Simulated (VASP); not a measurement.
## VASP 6.6.1 run: Sn

INCAR

```
PREC = Accurate
LCHARG = .FALSE.
LASPH = .TRUE.
NSW = 0
GGA = PE
NBANDS = 14
LREAL = .FALSE.
EDIFF = 1E-7
LWAVE = .FALSE.
SIGMA = 0.02
NELM = 89
ISIF = 2
IBRION = -1
ISMEAR = -1
ENCUT = 520
```

KPOINTS

```
KPOINTS created by Atomic Simulation Environment
0
Gamma
6 6 6
0 0 0
```

POSCAR

```
Sn
 1.0000000000000000
     0.0000000000000000    3.2844597802000002    3.4486827693000000
     3.2844597802000002    0.0000000000000000    3.4486827693000000
     3.2844597802000002    3.2844597802000002    0.0000000000000000
 Sn
   2
Cartesian
  0.0000000000000000  0.0000000000000000  0.0000000000000000
  1.6422298901000001  1.6422298901000001  1.7243413846500000
```

The recommended PBE PAW datasets give the neutral cell 28 valence electrons.

Command

```
mpirun -np 1 vasp_std
```

Question: Predict the outcome of this run.

Answer: It converged. Results: pressure -0.4 GPa.

OSZICAR

```
N       E                     dE             d eps       ncg     rms          rms(c)
DAV:   1     0.202978904918E+03    0.20298E+03   -0.15366E+04   840   0.279E+03
DAV:   2     0.116291102464E+02   -0.19135E+03   -0.19135E+03   840   0.496E+02
DAV:   3    -0.701978726917E+01   -0.18649E+02   -0.18649E+02   996   0.168E+02
DAV:   4    -0.765033244785E+01   -0.63055E+00   -0.63055E+00   892   0.312E+01
DAV:   5    -0.768570828075E+01   -0.35376E-01   -0.35376E-01  1276   0.613E+00    0.283E+00
DAV:   6    -0.765490814925E+01    0.30800E-01   -0.35685E-02  1020   0.301E+00    0.169E+00
DAV:   7    -0.764053143439E+01    0.14377E-01   -0.49262E-02   852   0.319E+00    0.161E-01
DAV:   8    -0.764244208063E+01   -0.19106E-02   -0.63842E-03   900   0.132E+00    0.497E-02
DAV:   9    -0.764292693851E+01   -0.48486E-03   -0.75354E-04  1074   0.217E-01    0.183E-02
DAV:  10    -0.764295682692E+01   -0.29888E-04   -0.11940E-04   912   0.848E-02    0.531E-03
DAV:  11    -0.764296405032E+01   -0.72234E-05   -0.28964E-05   894   0.303E-02    0.133E-03
DAV:  12    -0.764296464518E+01   -0.59486E-06   -0.73725E-06   720   0.758E-03    0.468E-04
DAV:  13    -0.764296486704E+01   -0.22185E-06   -0.28119E-06   468   0.266E-03    0.159E-04
DAV:  14    -0.764296496423E+01   -0.97192E-07   -0.11448E-06   438   0.234E-03    0.387E-05
DAV:  15    -0.764296502216E+01   -0.57935E-07   -0.46865E-07   438   0.111E-03
   1 F= -.76429650E+01 E0= -.76429650E+01  d E =-.325490E-10
```

One setting is odd (too few bands), but here it hardly changes the result.

On sound settings PBE gives a gap of -0.38 eV on its mesh and a pressure of -0.3 GPa for the intended cell. This run's energy (σ→0) differs from it by 2 meV an atom.
